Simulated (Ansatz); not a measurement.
As:

```xyz
2
Lattice="-2.7037 0.0000 -2.7037 0.0000 -2.7037 -2.7037 -2.7037 -2.7037 0.0000" Properties=species:S:1:pos:R:3 pbc="T T T"
As   -1.4417   -1.3087   -1.3613
As   -3.9656   -4.0987   -4.0461
```

This isn't the form of As at room conditions, which is rhombohedral.

The cell isn't the ideal one: all atoms moved at random, sigma 0.1 Å a component.

Base run:

```yaml
Program: Ansatz 0.2.0
Functional: HSE06 form with a typed share of exact exchange
Potentials_or_basis: Ansatz PAW
Cutoff: 420 eV
Density_cutoff: 1680 eV
k_mesh: 5 × 5 × 5
Occupations: fermi-dirac, width 0.05 eV
Spin: no spin polarisation
```

Its results: band gap on the k mesh 0.18 eV, indirect (least direct gap 0.36 eV); largest force 0.866 eV/Å.

The run is repeated on the same cell with these changes: screening (1/å) from 0.4 to 0.1. What comes out?

Band gap on the k mesh 0.31 eV, indirect (least direct gap 0.55 eV); largest force 1.048 eV/Å.

Caveats: odd divisions of the mesh miss points on the zone boundary, where band edges often lie, so the gap on the mesh can be too wide; the PAW data sets come from PBE, with cores solved anew for the run's functional, which leaves a small shift of forces and pressure; forces of over 1 eV/Å show positions far from the minimum, so gaps and moduli don't describe the material at rest (some runs).

A k mesh can miss the band edges.

Not every run made on this cell is shown here.
